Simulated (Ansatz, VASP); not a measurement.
**ZnSe (Stilleite) in two plane-wave programs**

One calculation is typed for both programs; each brings its own data sets. How far apart do they land? The cell is taken from a series of runs on this material, whose earlier steps may have relaxed, scaled, displaced or heated it; both programs get it as it stands.

Program: Ansatz 0.2.0. Level of theory: plane waves, with VASP 6.6.1 beside it; zone-centre phonons at LDA. Results are calculated unless marked as measured.

## 1. The structure

The structure is orthorhombic, space group Imm2 (No. 44). The conventional cell has a = 3.858 Å, b = 3.937 Å, c = 5.634 Å, α = 90.00°, β = 90.00°, γ = 90.00°. Zn has 4 Se at 2.40 to 2.41 Å nearest. Se has 4 Zn at 2.40 to 2.41 Å nearest. Farther neighbours and most contacts between anions are not listed.

## 2. VASP: zone-centre phonons, LDA

Second derivatives magnify differences that forces hide, and they need a tight electronic threshold.

Lines of VASP's logs that name or quote its potential files are left out, and so is its time.

Input file INCAR:

```
SYSTEM = ZnSe
PREC = Accurate
ENCUT = 500
EDIFF = 1E-08
NELM = 120
ISMEAR = 0
SIGMA = 0.01
LREAL = .FALSE.
ALGO = Normal
GGA = CA
NBANDS = 15
LORBIT = 11
LWAVE = .FALSE.
LCHARG = .FALSE.
ISIF = 2
IBRION = 8
LASPH = .TRUE.
GGA_COMPAT = .FALSE.
EFERMI = MIDGAP
KPAR = 2
```

Input file POSCAR:

```
ZnSe
1.0
   -0.0278875538      2.7558894709      2.8168283252
    2.7558894709     -0.0278875538      2.8168283252
    2.7280019170      2.7280019170      0.0000000000
Zn Se
1 1
Direct
    0.0018492457      0.0018492457      0.9981507543
    0.7481507543      0.7481507543      0.7518492457
```

Input file KPOINTS:

```
Automatic mesh
0
Gamma
12 12 12
0 0 0
```

PAW data sets: Zn and Se (LDA family, release 64).

Started as:

```sh
$ mpirun -np 2 vasp_std
```

Numbers of over 12 decimals in the logs are rounded to 6 here.

What it wrote:

```text
[banner, memory and clock lines left out]
running    2 mpi-ranks, on    1 nodes
 distrk:  each k-point on    1 cores,    2 groups
 distr:  one band on    1 cores,    1 groups

 POSCAR found type information on POSCAR ZnSe
 POSCAR found :  2 types and       2 ions
 LDA part: xc-table for (Slater(with rela. corr.)+CA(PZ))
 , standard interpolation
 POSCAR, INCAR and KPOINTS ok, starting setup
 FFT: planning ... GRIDC
 FFT: planning ... GRID_SOFT
 FFT: planning ... GRID
 WAVECAR not read
 entering main loop
       N       E                     dE             d eps       ncg     rms          rms(c)
DAV:   1     0.855003964775E+02    0.85500E+02   -0.87394E+03  8408   0.136E+03
DAV:   2    -0.219222349218E+01   -0.87693E+02   -0.82741E+02  9282   0.260E+02
DAV:   3    -0.763377890263E+01   -0.54416E+01   -0.54176E+01 10143   0.643E+01
DAV:   4    -0.768052032315E+01   -0.46741E-01   -0.46735E-01 10073   0.629E+00
DAV:   5    -0.768075568374E+01   -0.23536E-03   -0.23536E-03 10689   0.413E-01    0.538E+00
DAV:   6    -0.739870696609E+01    0.28205E+00   -0.59584E-01 12071   0.275E+01    0.405E+00
DAV:   7    -0.737205742804E+01    0.26650E-01   -0.16863E-01  9940   0.417E+00    0.167E+00
DAV:   8    -0.736760371238E+01    0.44537E-02   -0.36642E-03 12641   0.858E-01    0.431E-01
DAV:   9    -0.736703652806E+01    0.56718E-03   -0.97169E-04 10094   0.267E-01    0.591E-02
DAV:  10    -0.736705429168E+01   -0.17764E-04   -0.12613E-04 10600   0.124E-01    0.193E-02
DAV:  11    -0.736704637263E+01    0.79191E-05   -0.16934E-05 12761   0.677E-02    0.468E-03
DAV:  12    -0.736704639735E+01   -0.24723E-07   -0.28370E-06 10122   0.129E-02    0.119E-03
DAV:  13    -0.736704642052E+01   -0.23169E-07   -0.11670E-07 10444   0.296E-03    0.485E-04
DAV:  14    -0.736704642126E+01   -0.74010E-09   -0.11470E-09  6251   0.517E-04
   1 F= -.73670464E+01 E0= -.73670464E+01  d E =0.000000E+00
 Linear response reoptimize wavefunctions to high precision
DAV:   1    -0.736704642063E+01    0.62505E-09   -0.13136E-09  7833   0.720E-04
DAV:   2    -0.736704642066E+01   -0.23874E-10   -0.42324E-10  5082   0.155E-04
 Linear response DOF=           4
 Linear response progress:
  Degree of freedom:   1/  4
       N       E                     dE             d eps       ncg     rms          rms(c)
RMM:   1    -0.212827034296E+00   -0.21283E+00   -0.69785E-03 36399   0.208E+00
RMM:   2    -0.210981978502E+00    0.18451E-02   -0.25296E-03 41504   0.394E-01    0.904E-02
RMM:   3    -0.210750212570E+00    0.23177E-03   -0.38680E-05 47421   0.492E-02    0.543E-02
RMM:   4    -0.210469487652E+00    0.28072E-03   -0.17396E-05 48872   0.291E-02    0.283E-03
RMM:   5    -0.210487410294E+00   -0.17923E-04   -0.64591E-07 50493   0.548E-03    0.823E-04
RMM:   6    -0.210486013583E+00    0.13967E-05   -0.48351E-08 51333   0.104E-03    0.327E-04
RMM:   7    -0.210485775964E+00    0.23762E-06   -0.89606E-09 51174   0.316E-04    0.343E-05
RMM:   8    -0.210485457572E+00    0.31839E-06   -0.10444E-09 50636   0.102E-04    0.113E-05
RMM:   9    -0.210485465265E+00   -0.76924E-08   -0.48221E-10 52141   0.360E-05    0.380E-06
 first order change of Fermi-energy  -0.23215E-04
 force on displaced ion       1 direction 1 :  -6.468  -0.059  -0.009
 Linear response progress:
  Degree of freedom:   2/  4
       N       E                     dE             d eps       ncg     rms          rms(c)
RMM:   1    -0.212878583811E+00   -0.21288E+00   -0.71562E-03 11778   0.207E+00
RMM:   2    -0.211115618454E+00    0.17630E-02   -0.25419E-03 13367   0.389E-01    0.921E-02
RMM:   3    -0.210883856231E+00    0.23176E-03   -0.36897E-05 15161   0.487E-02    0.552E-02
RMM:   4    -0.210604523950E+00    0.27933E-03   -0.16945E-05 15630   0.286E-02    0.278E-03
RMM:   5    -0.210621587046E+00   -0.17063E-04   -0.59529E-07 16150   0.528E-03    0.810E-04
RMM:   6    -0.210621411381E+00    0.17566E-06   -0.34669E-08 16321   0.108E-03    0.317E-04
RMM:   7    -0.210620885006E+00    0.52638E-06   -0.47173E-09 15909   0.277E-04    0.576E-05
RMM:   8    -0.210620617022E+00    0.26798E-06   -0.69517E-10 15515   0.955E-05    0.108E-05
RMM:   9    -0.210620625141E+00   -0.81186E-08    0.17786E-11 16703   0.361E-05    0.500E-06
 first order change of Fermi-energy   0.49478E+00
 force on displaced ion       1 direction 3 :  -0.000  -0.000  -6.618
 Linear response progress:
  Degree of freedom:   3/  4
       N       E                     dE             d eps       ncg     rms          rms(c)
RMM:   1    -0.824488085382E-01   -0.82449E-01    0.10429E-01 63412   0.177E+00
RMM:   2    -0.818045055116E-01    0.64430E-03   -0.32550E-03 41020   0.516E-01    0.122E-01
RMM:   3    -0.819783768765E-01   -0.17387E-03   -0.18775E-04 45990   0.106E-01    0.670E-02
RMM:   4    -0.822707020297E-01   -0.29233E-03   -0.42146E-05 46477   0.452E-02    0.821E-03
RMM:   5    -0.822781530553E-01   -0.74510E-05   -0.16143E-06 47009   0.877E-03    0.396E-03
RMM:   6    -0.822689543343E-01    0.91987E-05   -0.10661E-07 46746   0.228E-03    0.164E-03
RMM:   7    -0.822648436810E-01    0.41107E-05   -0.42901E-08 47774   0.862E-04    0.303E-04
RMM:   8    -0.822667672408E-01   -0.19236E-05    0.38518E-09 48430   0.280E-04    0.405E-05
RMM:   9    -0.822669087391E-01   -0.14150E-06    0.51551E-09 49005   0.886E-05    0.111E-05
RMM:  10    -0.822668166736E-01    0.92065E-07    0.88256E-09 48797   0.223E-05    0.333E-06
RMM:  11    -0.822668251092E-01   -0.84356E-08    0.81996E-09 42918   0.857E-06    0.196E-06
 first order change of Fermi-energy   0.14823E-03
 force on displaced ion       2 direction 1 :  -6.493  -0.058   0.000
 Linear response progress:
  Degree of freedom:   4/  4
       N       E                     dE             d eps       ncg     rms          rms(c)
RMM:   1    -0.825080729936E-01   -0.82508E-01    0.10733E-01 20013   0.178E+00
RMM:   2    -0.819464294380E-01    0.56164E-03   -0.31945E-03 13394   0.506E-01    0.124E-01
RMM:   3    -0.821293985662E-01   -0.18297E-03   -0.17818E-04 14750   0.105E-01    0.681E-02
RMM:   4    -0.824303065526E-01   -0.30091E-03   -0.46137E-05 14906   0.465E-02    0.850E-03
RMM:   5    -0.824353930490E-01   -0.50865E-05   -0.19220E-06 15014   0.933E-03    0.401E-03
RMM:   6    -0.824264589643E-01    0.89341E-05   -0.16701E-07 14951   0.246E-03    0.184E-03
RMM:   7    -0.824219275317E-01    0.45314E-05   -0.27787E-08 15036   0.945E-04    0.339E-04
RMM:   8    -0.824239421749E-01   -0.20146E-05   -0.74456E-09 15417   0.308E-04    0.521E-05
RMM:   9    -0.824241588865E-01   -0.21671E-06   -0.23974E-09 15757   0.971E-05    0.193E-05
RMM:  10    -0.824240337441E-01    0.12514E-06    0.11990E-09 15000   0.250E-05    0.580E-06
RMM:  11    -0.824240475354E-01   -0.13791E-07    0.35523E-10 13921   0.950E-06    0.257E-06
RMM:  12    -0.824240559502E-01   -0.84148E-08    0.51003E-10 11406   0.406E-06    0.290E-07
 first order change of Fermi-energy  -0.49418E+00
 force on displaced ion       2 direction 3 :  -0.000  -0.000  -6.630
 Linear response finished
```

Parts of OUTCAR (step 2):

```text
ion  position               nearest neighbor table
   1  0.002  0.002  0.998-   2 2.40   2 2.40   2 2.41   2 2.41
   2  0.748  0.748  0.752-   1 2.40   1 2.40   1 2.41   1 2.41

  LATTYP: Found a body centered orthorhombic cell.
 ALAT       =     3.8579773092
 B/A-ratio  =     1.0204454063
 C/A-ratio  =     1.4602617379

 Subroutine GETGRP returns: Found  4 space group operations
 (whereof  4 operations were pure point group operations)

The static configuration has the point symmetry C_2v.

 Found    280 irreducible k-points:

   k-points           NKPTS =    280   k-points in BZ     NKDIM =    280   number of bands    NBANDS=     15

   dimension x,y,z NGX =    30 NGY =   30 NGZ =   28
   dimension x,y,z NGXF=    60 NGYF=   60 NGZF=   56

   ENCUT  =  500.0 eV  36.75 Ry    6.06 a.u.   7.19  7.19  7.03*2*pi/ulx,y,z

   NELECT =      18.0000    total number of electrons

 k-points in reciprocal lattice and weights: Automatic mesh
   0.00000000  0.00000000  0.00000000       0.001
   0.08333333  0.00000000  0.00000000       0.002
   0.16666667  0.00000000  0.00000000       0.002
   0.25000000  0.00000000  0.00000000       0.002
   0.33333333  0.00000000  0.00000000       0.002
   0.41666667  0.00000000  0.00000000       0.002
   0.50000000  0.00000000  0.00000000       0.001
   0.08333333  0.08333333  0.00000000       0.001
   0.16666667  0.08333333  0.00000000       0.002
[...]
0.25000000  0.25000000  0.50000000       0.001
  -0.25000000  0.25000000  0.50000000       0.001

 average (electrostatic) potential at core
       1 -37.8041       2 -61.7453

  Total        0.3387810      0.3387810      0.1051602      0.2373179      0.0000000      0.0000000
  in kB       12.6870351     12.6870351      3.9381510      8.8873356      0.0000000      0.0000000
  external PRESSURE =       9.7707404 kB  Pullay stress =       0.0000000 kB

  energy-cutoff  :      500.00
  volume of cell :       42.78
      direct lattice vectors                 reciprocal lattice vectors
    -0.027887554  2.755889471  2.816828325    -0.179612087  0.179612087  0.177504605
     2.755889471 -0.027887554  2.816828325     0.179612087 -0.179612087  0.177504605
     2.728001917  2.728001917  0.000000000     0.183284329  0.183284329 -0.177504605

 POSITION                                       TOTAL-FORCE (eV/Angst)
 -----------------------------------------------------------------------------------
      2.72800      2.72800      0.01042         0.000000      0.000000      0.001634
      4.09200      4.09200      4.21482        -0.000000     -0.000000     -0.001634
 -----------------------------------------------------------------------------------
    total drift:                               -0.000014     -0.000014      0.000973

 Eigenvectors and eigenvalues of the dynamical matrix
 ----------------------------------------------------

   1 f  =    6.727382 THz    42.269388 2PiTHz  224.401309 cm-1    27.822204 meV
             X         Y         Z           dx          dy          dz
      2.728002  2.728002  0.010418     0.000000    0.000000    0.739306
      4.092003  4.092003  4.214824    -0.000000   -0.000000   -0.673369

   2 f  =    6.683458 THz    41.993404 2PiTHz  222.936158 cm-1    27.640548 meV
             X         Y         Z           dx          dy          dz
      2.728002  2.728002  0.010418     0.522539    0.522539   -0.000000
      4.092003  4.092003  4.214824    -0.476396   -0.476396    0.000000

   3 f  =    6.623402 THz    41.616062 2PiTHz  220.932911 cm-1    27.392178 meV
             X         Y         Z           dx          dy          dz
      2.728002  2.728002  0.010418    -0.522495    0.522495    0.000000
      4.092003  4.092003  4.214824     0.476444   -0.476444   -0.000000

   4 f/i=    0.002906 THz     0.018260 2PiTHz    0.096938 cm-1     0.012019 meV
             X         Y         Z           dx          dy          dz
      2.728002  2.728002  0.010418     0.000000    0.000000   -0.673369
      4.092003  4.092003  4.214824     0.000000    0.000000   -0.739306

   5 f/i=    0.006108 THz     0.038377 2PiTHz    0.203739 cm-1     0.025260 meV
             X         Y         Z           dx          dy          dz
      2.728002  2.728002  0.010418     0.476396    0.476396    0.000000
      4.092003  4.092003  4.214824     0.522539    0.522539    0.000000

   6 f/i=    0.006661 THz     0.041855 2PiTHz    0.222200 cm-1     0.027549 meV
             X         Y         Z           dx          dy          dz
      2.728002  2.728002  0.010418     0.476444   -0.476444   -0.000000
      4.092003  4.092003  4.214824     0.522495   -0.522495   -0.000000

 ELASTIC MODULI CONTR FROM IONIC RELAXATION (kBar)
 Direction    XX          YY          ZZ          XY          YZ          ZX
 --------------------------------------------------------------------------------
 XX          -0.6292     -0.6292     -0.8719    -12.6727     -0.0000     -0.0000
 YY          -0.6292     -0.6292     -0.8719    -12.6727     -0.0000     -0.0000
 ZZ          -0.8719     -0.8719     -1.2082    -17.5607     -0.0000     -0.0000
 XY         -12.6727    -12.6727    -17.5607   -255.2423     -0.0000     -0.0000
 YZ          -0.0000     -0.0000     -0.0000     -0.0000   -250.0913    -17.4399
 ZX          -0.0000     -0.0000     -0.0000     -0.0000    -17.4399   -243.0911
 --------------------------------------------------------------------------------
```

(Continued in part 2 of 2.)

[Lines on the potential files, build, host, timing and source positions are cut from VASP's logs without a mark.]

[Logs are printed without paths, hosts, clocks, repeated set-up lines and the standing remarks that a program may print on its own settings, such as how far it seeks lower states.]

[Hosts, paths, dates, database ids (printed as entryN), source tags and the programs' standing remarks are cut or masked in the printed files.]
